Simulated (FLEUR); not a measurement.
## As: band structure with AM05

As:

```
CELL_PARAMETERS angstrom
1.88080 1.08588 3.51406
-1.88080 1.08588 3.51406
0.00000 -2.17176 3.51406
ATOMIC_POSITIONS crystal
As 0.22600 0.22600 0.22600
As 0.77400 0.77400 0.77400
```

```json
{
 "Program": "FLEUR MaX-R8.1 (later development tree)",
 "Task": "band structure",
 "Functional": "AM05",
 "Potentials or basis": "all-electron",
 "Basis": "FLAPW",
 "Kmax": "4.47 1/bohr",
 "k mesh": "9 × 9 × 9",
 "Occupations": "fermi-dirac, width 0.05 eV",
 "Spin": "no spin polarisation",
 "Gmax": "13.9 1/bohr",
 "Muffin-tin radii": "As 2.19 bohr",
 "lmax": "As 9",
 "Local orbitals a species": "As 6",
 "Max iterations": "60",
 "Mixing factor": "0.05",
 "Mixer": "Anderson",
 "Mixer history": "15",
 "Density convergence": "1e-05 me/bohr^3"
}
```

```json
{
  "Band gap along the path": "none (metal or under the smearing width)",
  "Valence electrons inside the program's atomic spheres": "As 18.84 (radii As 2.19 bohr)"
}
```

Levels at the corners of the path, in eV from the Fermi level:
| point | band 18 | band 19 | band 20 | band 21 | band 22 | band 23 | band 24 | band 25 |
| --- | --- | --- | --- | --- | --- | --- | --- | --- |
| Γ | -5.79 | -2.48 | -2.03 | -2.03 | 1.58 | 2.90 | 2.90 | 6.89 |
| L | -11.10 | -2.87 | -2.81 | -0.37 | -0.34 | 0.37 | 1.42 | 8.93 |
| B1 | -10.60 | -5.91 | -5.38 | -1.37 | 1.27 | 5.20 | 5.41 | 6.84 |
| B | -10.60 | -5.91 | -5.38 | -1.37 | 1.27 | 5.20 | 5.41 | 6.84 |
| Z | -9.96 | -1.78 | -1.78 | -0.66 | 0.78 | 0.78 | 1.86 | 7.96 |
| Γ | -5.79 | -2.48 | -2.03 | -2.03 | 1.58 | 2.90 | 2.90 | 6.89 |
| X | -10.85 | -6.18 | -3.55 | -3.53 | 3.25 | 3.31 | 5.34 | 6.34 |
| Q | -10.85 | -6.18 | -3.55 | -3.53 | 3.25 | 3.31 | 5.34 | 6.34 |
| F | -9.74 | -5.97 | -4.20 | -4.14 | 1.39 | 5.47 | 6.90 | 7.29 |
| P1 | -10.13 | -6.13 | -3.77 | -3.02 | 2.13 | 3.88 | 6.06 | 6.39 |
| Z | -9.96 | -1.78 | -1.78 | -0.66 | 0.78 | 0.78 | 1.86 | 7.96 |
| L | -11.10 | -2.87 | -2.81 | -0.37 | -0.34 | 0.37 | 1.42 | 8.93 |
| P | -10.13 | -6.13 | -3.77 | -3.02 | 2.13 | 3.88 | 6.06 | 6.39 |

Core levels (eV from the Fermi level):
```tsv
atom	levels
1 As	1s1/2 -11692.6, 2s1/2 -1479.6, 2p1/2 -1322.3, 2p3/2 -1285.8, 3s1/2 -185.2
2 As	1s1/2 -11692.6, 2s1/2 -1479.6, 2p1/2 -1322.3, 2p3/2 -1285.8, 3s1/2 -185.2
```

It took 95 s on 1 thread of Arm Neoverse V1 (shared host), peak memory 0.08 GiB.
